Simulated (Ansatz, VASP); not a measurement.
# Al: VASP beside Ansatz

```
Al
1.0
     0.00000    2.15067    2.15067
     2.15067    0.00000    2.15067
     2.15067    2.15067    0.00000
Al
1
Direct
  0.00000 0.00000 0.00000
```

Change from the starting cell: strain +0.080 along x and y, +0.080 along z, atoms carried along.

Alike in both runs: task single point; functional PBE; dispersion D3(BJ); k mesh 26 × 26 × 26; occupations gaussian, width 0.15 eV; no spin polarisation.

|  | VASP | Ansatz |
| --- | --- | --- |
| version | VASP 6.6.1 | Ansatz 0.2.0 |
| potentials or method | VASP PAW PBE potentials, release 64 (Al) | scalar-relativistic, plane waves, PAW |
| plane-wave cutoff (eV) | 520 | 420 |
| valence electrons in the cell | 3 | 3 |

```tsv
	VASP	Ansatz	Ansatz less VASP
gap on the k mesh at the Fermi level (eV)	none	none	-
pressure (GPa)	-11.6	-11.6	+0.02
```

A gap of «none» marks a metal or a gap that the smearing closes.

Caveats: pairwise dispersion overbinds metals, which lowers pressure and volume.
